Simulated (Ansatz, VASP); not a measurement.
# Two plane-wave programs on NaCl

```
Na Cl
1.0
     0.00000    2.84709    2.84709
     2.84709    0.00000    2.84709
     2.84709    2.84709    0.00000
Na Cl
1 1
Direct
  0.00000 0.00000 0.00000
  0.50000 0.50000 0.50000
```

Alike in both runs: task single point; functional PBE; k mesh 8 × 8 × 8; occupations gaussian, width 0.02 eV; no spin polarisation.

|  | VASP | Ansatz |
| --- | --- | --- |
| version | VASP 6.6.1 | Ansatz 0.2.0 |
| potentials or method | VASP PAW PBE potentials, release 64 (Na_pv, Cl) | scalar-relativistic, plane waves, PAW |
| plane-wave cutoff (eV) | 520 | 420 |
| valence electrons in the cell | 14 | 16 |

|  | VASP | Ansatz | Ansatz less VASP |
| --- | --- | --- | --- |
| gap on the k mesh at the Fermi level (eV) | 5.00 | 5.00 | 0.000 |
| least direct gap on the mesh (eV) | 5.00 | 5.00 | 0.000 |

The two sets of potentials don't hold the same shells in valence.

A k mesh can miss the band edges. PBE gaps usually lie below the measured ones, often by a third to a half.
